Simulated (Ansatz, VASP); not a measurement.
# Fe: VASP beside Ansatz

The input INCAR:

```
SYSTEM = Fe
AGGAC    = 1.0          
AGGAX    = 1.0          
ALDAC    = 0.0          
ALDAX    = 1.0          
ALGO     = Normal         ! electronic algorithm
EDIFF    = 1E-7           ! SCF threshold, eV
ENCUT    = 520            ! plane-wave cutoff, eV
GGA      = B5             ! functional
ISIF     = 2              ! what is computed and relaxed
ISMEAR   = -1             ! smearing method
ISPIN    = 2              ! spin polarisation
LASPH    = .True.         ! aspherical terms in the spheres
LCHARG   = .False.        ! write CHGCAR
LMAXMIX  = 4              ! l up to which the mixer works
LORBIT   = 11             ! projections on sites
LREAL    = .False.        ! projectors in reciprocal space
LWAVE    = .False.        ! write WAVECAR
MAGMOM   = 2.612 2.481 2.481 ! initial moments
NBANDS   = 23             ! bands
NELM     = 150            ! most SCF steps
PREC     = Accurate       ! precision mode
SIGMA    = 0.05           ! smearing width, eV
```

KPOINTS

```
k-points
0
Gamma
  10 10 15
  0 0 0
```

Contents of POSCAR:

```
Fe
1.0
    4.4111705136      0.0000000000      0.0000000000
   -2.2055852568      3.8201857252      0.0000000000
    0.0000000000      0.0000000000      2.5028870806
Fe
3
Direct
    1.0000000000      0.0000000000      0.0000000000
    0.3333333333      0.6666666667      0.5000000000
    0.6666666667      0.3333333333      0.5000000000
```

Input for Ansatz:

```yaml
crystal:
  lattice:
    - [4.4111705136, 0.0, 0.0]
    - [-2.2055852568, 3.8201857252, 0.0]
    - [0.0, 0.0, 2.5028870806]
  atoms:
    - { symbol: Fe, position: [1.0, 0.0, 0.0], spin: 2.612 }
    - { symbol: Fe, position: [0.3333333333, 0.6666666667, 0.5], spin: 2.481 }
    - { symbol: Fe, position: [0.6666666667, 0.3333333333, 0.5], spin: 2.481 }
hamiltonian:
  xc: blyp
  pseudopotentials:
    kind: paw
    azcp:
      Fe: "pseudopotentials/Fe.paw.azcp"
basis:
  ecutwfc: 420
  fft_grid_basis: typed
kpoints:
  mp_grid: { grid: [10, 10, 15], shift: [0, 0, 0] }
magnetization:
  spin_polarized: true
scf:
  occupations: { method: fermi_dirac, width: 0.05 }
  lower_state_search: "off"
output:
  stress: true
  write_density: true
  write_potential: true
  elf: true
  volumetric_format: npy
```

Alike in both runs: task single point; functional BLYP; k mesh 10 × 10 × 15; occupations fermi-dirac, width 0.05 eV; collinear spin.

|  | VASP | Ansatz |
| --- | --- | --- |
| version | VASP 6.6.1 | Ansatz 0.2.0 |
| potentials or method | VASP PAW PBE potentials, release 64 (Fe) | plane waves (420 eV) with PAW, scalar-relativistic |
| plane-wave cutoff (eV) | 520 | 420 |
| valence electrons in the cell | 24 | 48 |

Ansatz gave:

| Property | Result |
| --- | --- |
| pressure (GPa) | -11.6 |
| largest component of the traceless stress (GPa) | 0.02 |
| net moment per atom (μB) | 2.71 |
| size of the moment on the site where the two differ most (μB) | 2.77 |

What did VASP give for the same quantities?

Pressure (GPa): -11.5; largest component of the traceless stress (GPa): 0.10; net moment per atom (μB): 2.71; size of the moment on the site where the two differ most (μB): 2.74.

Site moments also hang on the region over which each program counts them. With one functional, cell and mesh, what is left measures potentials, basis and numerics. The two sets of potentials don't hold the same shells in valence.

Caveats: the PAW data sets were made with another functional, which shifts forces and pressure a little (VASP).
